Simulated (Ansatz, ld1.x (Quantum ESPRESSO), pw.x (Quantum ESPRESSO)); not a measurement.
**From atom to crystal: PAW potential for B**

- Element: B (Z = 5)
- Generator: ld1.x (Quantum ESPRESSO) 7.5
- Type: PAW
- Functional: PBE
- Relativity: scalar-relativistic
- Frozen core: [He]
- Valence charge: 3
- Reference configuration: 2s2 2p1
- Partial waves: 2s (bound): rcut 1.46, rcutus 1.94 bohr; 2s channel at -0.2 Ry: rcut 1.46, rcutus 1.94 bohr; 2p (bound): rcut 3.40, rcutus 3.78 bohr; 2p channel at 1.75 Ry: rcut 3.40, rcutus 3.78 bohr; 3d channel at 0.25 Ry: rcut 3.46, rcutus 3.78 bohr
- Local potential: all-electron potential smoothed inside 2.20 bohr (lloc = -1)
- Core correction: Bessel-smoothed model core, default radius (core density twice the valence density)
- Augmentation charge: BESSEL, radius 1.58 bohr

Atomic tests: cutoffs needed: 6 Ry and 10 Ry (the cutoffs (Ry, on a coarse ladder) from which the occupation-weighted sum of valence levels, in a spherical-Bessel basis at the reference potential, stays within 10 and 1 mRy of its value at 400 Ry); ghost test: no extra level below or beside the all-electron valence levels (s, p, d, f tested) (spherical-Bessel basis up to 400 Ry, 20 bohr box); largest excitation error: +24 meV (all-electron minus pseudo) for 2s1 2p0, out of 7 test configurations.

Crystal test: bcc B in pw.x 7.5, no spin, 18³ k-points, Fermi–Dirac smearing 0.01 Ry, cutoffs 40/320 Ry. The lattice is a test structure that the element need not adopt, and mesh and smearing are coarse.

pw.x input:

```
&control
  calculation='scf', prefix='x', pseudo_dir='./', outdir='./tmp', tstress=.true., disk_io='low'
/
&system
  ibrav=0, nat=1, ntyp=1, ecutwfc=40, ecutrho=320, nbnd=8,
  occupations='smearing', smearing='fd', degauss=0.01
/
&electrons
  conv_thr=1e-09, mixing_beta=0.4, electron_maxstep=70
/
ATOMIC_SPECIES
B 1.0 B.UPF
CELL_PARAMETERS angstrom
  -1.15592406 1.15592406 1.15592406
  1.15592406 -1.15592406 1.15592406
  1.15592406 1.15592406 -1.15592406
ATOMIC_POSITIONS crystal
B 0.0000 0.0000 0.0000
K_POINTS automatic
18 18 18 0 0 0
```

```bash
pw.x < B.scf.in > B.scf.out
```

Problem. How does the run end?

Solution. It converges; the pressure is 117.70 GPa against -1.02 GPa from all-electron LAPW. The largest radius (3.78 bohr) exceeds half the bond length (1.89 bohr), so the spheres overlap, which is one possible source of error among others. The logarithmic derivative shows an extra or strongly shifted pseudo pole above the reference energy (d near 2.06 Ry). A pressure error of this size marks a broken potential; the numbers have no physical meaning. The log shows:

```
     number of k points=   195  Fermi-Dirac smearing, width (Ry)=  0.0100
     iteration #  1     ecut=    40.00 Ry     beta= 0.40
     c_bands:  1 eigenvalues not converged
     total energy              =     -11.15448538 Ry
     estimated scf accuracy    <       0.00064208 Ry
     iteration #  2     ecut=    40.00 Ry     beta= 0.40
     total energy              =     -11.16244426 Ry
     estimated scf accuracy    <       0.00509572 Ry
     iteration #  3     ecut=    40.00 Ry     beta= 0.40
     total energy              =     -11.18035834 Ry
     estimated scf accuracy    <       0.00516705 Ry
     iteration #  4     ecut=    40.00 Ry     beta= 0.40
     total energy              =     -11.19020676 Ry
     estimated scf accuracy    <       0.00000540 Ry
     iteration #  5     ecut=    40.00 Ry     beta= 0.40
     total energy              =     -11.19032808 Ry
     estimated scf accuracy    <       0.00000405 Ry
     iteration #  6     ecut=    40.00 Ry     beta= 0.40
     total energy              =     -11.19033505 Ry
     estimated scf accuracy    <       0.00000033 Ry
     iteration #  7     ecut=    40.00 Ry     beta= 0.40
     total energy              =     -11.19033768 Ry
     estimated scf accuracy    <       0.00000001 Ry
     iteration #  8     ecut=    40.00 Ry     beta= 0.40
     total energy              =     -11.19033781 Ry
     estimated scf accuracy    <          2.6E-09 Ry
     iteration #  9     ecut=    40.00 Ry     beta= 0.40
     the Fermi energy is    12.8306 ev
!    total energy              =     -11.19033782 Ry
     estimated scf accuracy    <          3.5E-10 Ry
     smearing contrib. (-TS)   =      -0.00130725 Ry
     The total energy is F=E-TS. E is the sum of the following terms:
     one-electron contribution =       4.76058666 Ry
     hartree contribution      =       0.19782413 Ry
     xc contribution           =      -4.26485526 Ry
     ewald contribution        =      -7.49711649 Ry
     one-center paw contrib.   =      -4.38546961 Ry
     convergence has been achieved in   9 iterations
          total   stress  (Ry/bohr**3)                   (kbar)     P=     1176.98
```
